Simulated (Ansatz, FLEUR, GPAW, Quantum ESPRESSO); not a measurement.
## Fitting the LDA energy curve of TiC

```cif
data_structure
_symmetry_space_group_name_H-M 'Fm-3m'
_symmetry_Int_Tables_number 225
_cell_length_a 4.3314
_cell_length_b 4.3314
_cell_length_c 4.3314
_cell_angle_alpha 90.000
_cell_angle_beta 90.000
_cell_angle_gamma 90.000
_cell_volume 81.26
loop_
_atom_site_label
_atom_site_type_symbol
_atom_site_symmetry_multiplicity
_atom_site_Wyckoff_symbol
_atom_site_fract_x
_atom_site_fract_y
_atom_site_fract_z
_atom_site_occupancy
Ti1 Ti 4 a 0.00000 0.00000 0.00000 1
C1 C 4 b 0.50000 0.00000 0.00000 1
```

The cell is a database's computed one, not the measured one.

The cell was scaled at fixed shape and fractions and run with Ansatz, all-electron LAPW, scalar-relativistic; LDA, k mesh 11 × 11 × 11 on the cell of 2 atoms, fermi-dirac occupations of 0.05 eV, no spin polarisation, no spin-orbit coupling. Energies are those that the program minimises, any entropy of the smearing included. For a metal such a mesh isn't converged to the digits shown.

```tsv
V (Å³/atom)	energy over the lowest row (meV/atom)
9.5485	0.95
9.7516	0.00
9.9548	6.29
10.1580	19.10
10.3611	37.78
10.5643	?
10.7674	90.44
```

**Question.** Fit the third-order Birch-Murnaghan form, give V0, B0 and B′, and predict the energy left open.

**Answer.** With y = (V0/V)^(2/3), E = E0 + (9 V0 B0/16) [(y - 1)³ B′ + (y - 1)² (6 - 4y)]. Least squares through the rows shown give V0 = 9.6747 Å³/atom, E0 = -0.54 meV, B0 = 283.0 GPa (1 eV/Å³ = 160.218 GPa) and B′ = 4.05, with a largest miss of 0.01 meV. At V = 10.5643 the form with these constants gives 61.74 meV; the run gave 61.73 meV an atom. Other set-ups at this level, from all their volumes (Å³/atom, GPa): FLEUR, all-electron, FLAPW: V0 9.668, B0 282.9; GPAW, the program's PAW data sets (release 1.2.1) made for this functional: V0 9.723, B0 282.7; Quantum ESPRESSO, PseudoDojo 0.4.1 SR LDA standard: V0 9.686, B0 282.7. Measured volume: 10.13 Å³/atom (a printed reference work), so the fit lies -4.5 % from it. The runs are for a static lattice.
